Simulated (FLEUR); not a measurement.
**AlCo: band structure with SCAN**

AlCo:

```xyz
2
Lattice="2.8194 0.0000 0.0000 0.0000 2.8194 0.0000 0.0000 0.0000 2.8194" Properties=species:S:1:pos:R:3 pbc="T T T"
Co    1.4097    1.4097    1.4097
Al    0.0000    0.0000    0.0000
```

The cell is a database's computed one.

* Program: FLEUR MaX-R8.1 (later development tree)
* Task: band structure
* Functional: SCAN
* Potentials or basis: all-electron
* Basis: FLAPW
* Kmax: 4.9 1/bohr
* k mesh: 9 × 9 × 9
* Occupations: fermi-dirac, width 0.05 eV
* Spin: collinear spin, ferromagnetic start
* Starting moments: [2.001, 0.0] μB
* Gmax: 15.2 1/bohr
* Muffin-tin radii: Co 2.27, Al 2.0 bohr
* lmax: Co 9, Al 8
* lnonsphr: Co 9, Al 8
* Local orbitals a species: Co 5, Al 4
* Max iterations: 80
* Mixing factor: 0.05
* Mixer: Anderson
* Mixer history: 30
* Density convergence: 0.0001 me/bohr^3

```json
{
 "Band gap along the path": "none (metal or under the smearing width)",
 "Net moment": "0.03 μB per cell",
 "Site moments": "Co +0.04; Al -0.00 μB",
 "Valence electrons inside the program's atomic spheres": "Co 16.20; Al 9.00 (radii Co 2.27, Al 2.0 bohr)"
}
```

Levels at the corners of the path, in eV from the Fermi level:
Spin up:
```csv
point,band 12,band 13,band 14,band 15,band 16,band 17
Γ,-1.28,-1.28,-1.28,6.10,6.10,6.10
X,-2.22,-2.22,-1.16,0.18,8.83,10.88
M,-3.00,-2.00,-2.00,-0.25,2.37,3.70
Γ,-1.28,-1.28,-1.28,6.10,6.10,6.10
R,-0.20,-0.20,2.19,2.19,2.19,4.67
X,-2.22,-2.22,-1.16,0.18,8.83,10.88
M,-3.00,-2.00,-2.00,-0.25,2.37,3.70
R,-0.20,-0.20,2.19,2.19,2.19,4.67
```
Spin down:
| point | band 11 | band 12 | band 13 | band 14 | band 15 | band 16 | band 17 | band 18 |
| --- | --- | --- | --- | --- | --- | --- | --- | --- |
| Γ | -3.16 | -1.27 | -1.27 | -1.27 | 6.09 | 6.09 | 6.09 | 9.32 |
| X | -2.51 | -2.21 | -2.21 | -1.15 | 0.29 | 8.81 | 10.86 | 10.86 |
| M | -2.99 | -2.99 | -1.99 | -1.99 | -0.12 | 2.43 | 3.70 | 13.57 |
| Γ | -3.16 | -1.27 | -1.27 | -1.27 | 6.09 | 6.09 | 6.09 | 9.32 |
| R | -4.51 | -0.08 | -0.08 | 2.20 | 2.20 | 2.20 | 4.65 | 5.63 |
| X | -2.51 | -2.21 | -2.21 | -1.15 | 0.29 | 8.81 | 10.86 | 10.86 |
| M | -2.99 | -2.99 | -1.99 | -1.99 | -0.12 | 2.43 | 3.70 | 13.57 |
| R | -4.51 | -0.08 | -0.08 | 2.20 | 2.20 | 2.20 | 4.65 | 5.63 |

Core levels (eV from the Fermi level):
```csv
atom,levels
1 Co,"1s1/2 -7584.8, 2s1/2 -891.3, 2p1/2 -772.0, 2p3/2 -757.1"
2 Al,1s1/2 -1505.1
```

Run time: 4 min on 1 thread of Arm Neoverse V1, with other jobs on the host, peak memory 0.12 GiB.

Caveat: the starting moments collapsed, and a magnetic state may lie lower; the meta-GGA is that of a development version, with a GGA for the radial functions and cores and without core tails.
